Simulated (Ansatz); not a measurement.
# GaSb: the cost of one run

Method: DFT PBE, scalar-relativistic, in Ansatz 0.2.0.

The COD entry's cell or inner coordinates are ideal or old and differ from later refinements, so a difference from it is no clean test against experiment.

1 further run of the same task is left out (it didn't finish).

**1. The structure to begin with**

The structure is cubic, space group F-43m (No. 216). The conventional cell has a = 6.118 Å, b = 6.118 Å, c = 6.118 Å, α = 90.00°, β = 90.00°, γ = 90.00°. Around Ga (site symmetry -43m) lie 4 Sb at 2.65 Å. Around Sb (site symmetry -43m) lie 4 Ga at 2.65 Å.

Coordinates:

```xyz
2
Lattice="0.0000 3.0590 3.0590 3.0590 0.0000 3.0590 3.0590 3.0590 0.0000" Properties=species:S:1:pos:R:3 pbc="T T T"
Ga    0.0000    0.0000    0.0000
Sb    4.5885    4.5885    4.5885
```

The cell is a deposited one (Crystallography Open Database entry 9008847); the temperature and pressure of the measurement aren't taken into account, and nothing was relaxed.

Atoms are numbered in the order of the input: Ga1, Sb2.

**2. Full-potential LAPW**

input.yaml reads:

```yaml
crystal:
  lattice:
    - [0.0, 3.059, 3.059]
    - [3.059, 0.0, 3.059]
    - [3.059, 3.059, 0.0]
  atoms:
    - { symbol: Ga, position: [0.0, 0.0, 0.0] }
    - { symbol: Sb, position: [0.75, 0.75, 0.75] }
kpoints:
  mp_grid: { grid: [12, 12, 12] }
  band_path:
    path:
      - [0.0, 0.0, 0.0]
      - [-0.5, -0.5, 0.0]
      - [-0.375, -0.375, 0.25]
      - [-0.375, 0.0, 0.375]
      - [0.0, 0.0, 0.0]
      - [0.0, 0.0, 0.5]
      - [-0.5, -0.25, 0.25]
      - [-0.5, -0.5, 0.0]
    npoints: 14
scf:
  occupations: { method: fermi_dirac, width: 0.08 }
hamiltonian:
  xc: pbe
  pseudopotentials: { kind: all_electron, lapw: { basis_error: 0.001 } }
output:
  forces: true
  stress: true
  eigenvalues: true
  populations: true
  dos: { projected: true, de: 0.2, e_range: [-14, 8] }
```

Run with:

```console
$ ansatz run input.yaml --threads 1 --pin off --max-ram 2048MiB --backend cpu --events-out ev --progress --plain --runs-dir out
```

**Question.** How long does this run take on 1 thread of Arm Neoverse V2, shared host, and how much memory does it need?

About 41 s, with a peak of 0.42 GiB.
